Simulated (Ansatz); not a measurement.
Equation of state of S

```cif
data_structure
_symmetry_space_group_name_H-M 'Fd-3m:1'
_symmetry_Int_Tables_number 227
_cell_length_a 5.7922
_cell_length_b 5.7922
_cell_length_c 5.7922
_cell_angle_alpha 90.000
_cell_angle_beta 90.000
_cell_angle_gamma 90.000
_cell_volume 194.33
loop_
_atom_site_label
_atom_site_type_symbol
_atom_site_symmetry_multiplicity
_atom_site_Wyckoff_symbol
_atom_site_fract_x
_atom_site_fract_y
_atom_site_fract_z
_atom_site_occupancy
S1 S 8 b 0.00000 0.00000 0.50000 1
```

The runs use the primitive cell with vectors (0.000, 2.896, 2.896), (2.896, 0.000, 2.896), (2.896, 2.896, 0.000) Å, to which the k mesh refers.

The cell was built from the diamond type and relaxed in the same program, and has space group Fd-3m; it needn't be a known or the stable phase.

Methods: DFT, PBE, all-electron LAPW, scalar-relativistic (Ansatz 0.2.0); DFT, PBE, PAW with Ansatz's default frozen-core files, scalar-relativistic (Ansatz 0.2.0).

For LAPW: a Γ-centred 12×12×12 k mesh, Fermi–Dirac smearing of 0.05 eV, basis error target 1 meV/atom, no spin polarisation. PAW takes a cutoff of 420 eV at this cell. The Ansatz runs share mesh, smearing and spin set-up. Plane-wave (PAW) pressures include the program's estimate of the Pulay term.

The cell above is scaled evenly, with fractional coordinates and shape held.

```
V/V(cell)  V (Å³/atom)  P, LAPW (GPa)  P, PAW (GPa)  free energy over the lowest listed, PAW (meV/atom)
   0.9600       23.319           1.93          1.91                                                 5.6
   0.9800       23.805              ?             ?                                                   ?
   1.0000       24.291           0.02          0.00                                                 0.0
   1.0200       24.777          -0.82         -0.84                                                 1.3
   1.0400       25.262          -1.59         -1.61                                                 5.0
```

(1) Fill in the row V/V(cell) = 0.9800.

(2) What do Birch–Murnaghan fits to the pressures give?

## Answers

(1) P, LAPW (GPa) = 0.94, P, PAW (GPa) = 0.91, free energy over the lowest listed, PAW (meV/atom) = 1.4.

(2) LAPW: V0 = 24.30 Å³/atom, B0 = 44 GPa, B0′ = 3.2; PAW: V0 = 24.29 Å³/atom, B0 = 44 GPa, B0′ = 3.2.
